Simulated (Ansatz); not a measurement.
Crystal: Fe.

```
Fe
1.0
     0.00000    1.94174    1.96511
     1.49844    0.00000    1.96511
     1.49844    1.94174    0.00000
Fe
1
Direct
  0.00000 0.00000 0.00000
```

```yaml
Program: Ansatz 0.2.0
Task: relaxation of cell and atoms
Functional: RPBE
Dispersion: D4
Potentials_or_basis: Ansatz PAW
Cutoff: "420 eV (not typed: the program's choice for these potentials)"
k_mesh: 13 × 13 × 13
Occupations: fermi-dirac, width 0.05 eV
Spin: collinear spin, ferromagnetic start
Starting_moments: "[3.0] μB"
```

At the start: volume 11.44 Å³/atom.

Problem. Where does the relaxation end?

Solution. It ends after 9 steps and the volume is 11.11 Å³/atom (-2.8 %); space group Im-3m (No. 229, to 0.05 Å); moment 2.11 μB per cell.

Step by step:
| step | energy change (eV) | largest force (eV/Å) | volume (Å³) |
| --- | --- | --- | --- |
| 1 | 0.0000 | 0.0000 | 11.44 |
| 2 | -0.0134 | 0.0000 | 11.29 |
| 3 | -0.0219 | 0.0000 | 10.97 |
| 4 | -0.0233 | 0.0000 | 11.14 |
| 5 | -0.0234 | 0.0000 | 11.11 |
| 6 | -0.0234 | 0.0000 | 11.11 |
| 7 | -0.0231 | 0.0000 | 11.11 |
| 8 | -0.0231 | 0.0000 | 11.11 |
| 9 | -0.0231 | 0.0000 | 11.11 |

Final structure:
```
Fe
1.0
     0.00000    1.98794    1.98796
     1.40567    0.00000    1.98796
     1.40567    1.98794    0.00000
Fe
1
Direct
  0.00000 0.00000 0.00000
```

Caveat: the plane-wave basis is chosen anew once the cell has moved, so the energies of steps on either side of that aren't comparable; pairwise dispersion overbinds metals, which lowers pressure and volume; the PAW data sets come from PBE, with cores solved anew for the run's functional, which leaves a small shift of forces and pressure.
